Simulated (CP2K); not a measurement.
GaN in CP2K: the effect of functional

Crystal: GaN.

```xyz
2
Lattice="3.1869 0.0000 0.0000 1.5935 2.7600 0.0000 1.5935 0.9200 2.6021" Properties=species:S:1:pos:R:3 pbc="T T T"
Ga    0.0000    0.0000    0.0000
N     1.5935    0.9200    0.6505
```

The cell is a database's computed one.

Alike in all runs:

```yaml
Program: CP2K 2026.2
Task: atomic charges
Potentials_or_basis: POTENTIAL_UZH Ga GTH-PBE-q13, N GTH-PBE-q5; TZVP-MOLOPT-PBE-GTH basis
Density_cutoff: 9184 eV
k_mesh: 10 × 10 × 10
Occupations: fermi-dirac, width 0.05 eV
Spin: no spin polarisation
```

```tsv
functional	gap on the mesh (eV)	pressure (GPa)
LDA	1.52	-1.2
PBEsol	1.59	1.8
WC	1.58	2.4
OLYP	1.94	5.3
BLYP	?	?
TPSS	1.65	4.6
```

Task: What does the run with functional BLYP give?

Result: gap on the mesh 1.76 eV; pressure 13.8 GPa.

Caveats: the potentials were made for another functional, which shifts forces and pressure; the basis of atomic orbitals isn't converged, which shifts pressures, moduli and gaps.

Runs at the PBE level aren't shown here.
